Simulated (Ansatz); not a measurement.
The system is CdF2.

```
Cd F
1.0
     0.00000    2.69400    2.69400
     2.69400    0.00000    2.69400
     2.69400    2.69400    0.00000
Cd F
1 2
Direct
  0.00000 0.00000 0.00000
  0.75000 0.75000 0.75000
  0.25000 0.25000 0.25000
```

Program: Ansatz 0.2.0. Alike in all runs: task band structure; potentials or basis Ansatz PAW; cell as given; cutoff (eV) 420; smearing fermi-dirac 0.05 eV.

Order these runs on this cell by their band gap on the k mesh, lowest first.
A. level PBE0; spin off; k mesh 5 × 5 × 5; points for each segment of the path 4
B. level RPBE; spin off; k mesh 9 × 9 × 9; points for each segment of the path 14
C. level PBE; spin SOC, no magnetisation; k mesh 7 × 7 × 7; points for each segment of the path 14
D. level LDA; spin off; k mesh 9 × 9 × 9; points for each segment of the path 14
E. level PBEsol; spin SOC, no magnetisation; k mesh 7 × 7 × 7; points for each segment of the path 14

D (2.84 eV), E (2.99 eV), C (3.16 eV), B (3.33 eV), A (6.05 eV).

Caveats: the k mesh misses the band edges, so the gap on the mesh is wider than the one along the path (some runs).
